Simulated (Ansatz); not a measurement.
# CoO: the cost of one run

Computed with Ansatz 0.2.0 (DFT LDA, scalar-relativistic, unless a step's input says otherwise).

### Step 1. The system as given

The structure is tetragonal, space group I4/mmm (No. 139). Conventional cell: a = 3.016 Å, b = 3.016 Å, c = 4.214 Å, α = 90.00°, β = 90.00°, γ = 90.00°. Around Co (site symmetry 4/mmm) lie 6 O at 2.11 to 2.13 Å. O (site symmetry 4/mmm) has 6 Co at 2.11 to 2.13 Å as nearest neighbours.

As a file:

```
Co O
1.0
    -1.50800    1.50800    2.10725
     1.50800   -1.50800    2.10725
     1.50800    1.50800   -2.10725
Co O
1 1
Direct
  0.00000 0.00000 0.00000
  0.50000 0.50000 0.00000
```

Atoms are numbered in the order of the input: Co1, O2.

### Step 2. After the deformation

Space group I4/mmm before, I4/mmm after.

### Step 3. LAPW, all electrons

input.yaml

```yaml
crystal:
  lattice:
    - [-1.5080001529, 1.5080001529, 2.149394954]
    - [1.5080001529, -1.5080001529, 2.149394954]
    - [1.5080001529, 1.5080001529, -2.149394954]
  atoms:
    - { symbol: Co, position: [0.0, 0.0, 0.0], spin: 2.0 }
    - { symbol: O, position: [0.5, 0.5, 0.0] }
magnetization:
  spin_polarized: true
kpoints:
  mp_grid: { grid: [13, 13, 15] }
  band_path:
    path:
      - [0.0, 0.0, 0.0]
      - [0.0, 0.0, 0.5]
      - [0.25, 0.25, 0.25]
      - [0.0, 0.5, 0.0]
      - [0.0, 0.0, 0.0]
      - [0.5, 0.5, -0.5]
      - [0.3730581353, 0.6269418647, -0.3730581353]
      - [-0.3730581353, 0.3730581353, 0.3730581353]
      - [0.0, 0.0, 0.0]
    npoints: 5
scf:
  occupations: { method: fermi_dirac, width: 0.03 }
hamiltonian:
  xc: lda
  pseudopotentials: { kind: all_electron, lapw: { basis_error: 0.001 } }
output:
  forces: true
  stress: true
  eigenvalues: true
```

The run is started by

```console
ansatz run input.yaml --threads 1 --pin off --max-ram 3072MiB --backend cpu --events-out ev --progress --plain --runs-dir out
```

**Question.** How long does this run take on 1 thread of Arm Neoverse V2, shared host, and how much memory does it need?

About 3.8 min, with a peak of 1.8 GiB.
